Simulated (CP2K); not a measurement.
**AlN in CP2K: the effect of pseudo set**

AlN:

```
CELL_PARAMETERS angstrom
2.87724 0.00000 0.00000
1.43862 2.49177 0.00000
1.43862 0.83059 2.34926
ATOMIC_POSITIONS crystal
Al 0.50000 0.50000 0.50000
N 0.00000 0.00000 0.00000
```

Measurements of this composition are mostly on another form, of space group No. 186.

Alike in all runs:

- Program: CP2K 2026.2
- Task: single point
- Functional: PBE
- Density cutoff: 6123 eV
- k mesh: 11 × 11 × 11
- Occupations: fermi-dirac, width 0.05 eV
- Spin: no spin polarisation

```tsv
pseudo set	gap on the mesh (eV)	pressure (GPa)
PBE	4.51	-0.7
PADE	?	?
BLYP	4.42	-1.0
SCAN	4.63	-4.2
PBE0	4.44	-2.1
```

Question: What does the run with pseudo set PADE give?

Answer: gap on the mesh 4.37 eV; pressure -10.9 GPa.

Caveats: an odd mesh through Γ misses points on the zone boundary, where band edges often lie; the basis of atomic orbitals isn't converged, which shifts pressures, moduli and gaps; the potentials were made for another functional, which shifts forces and pressure (some runs).
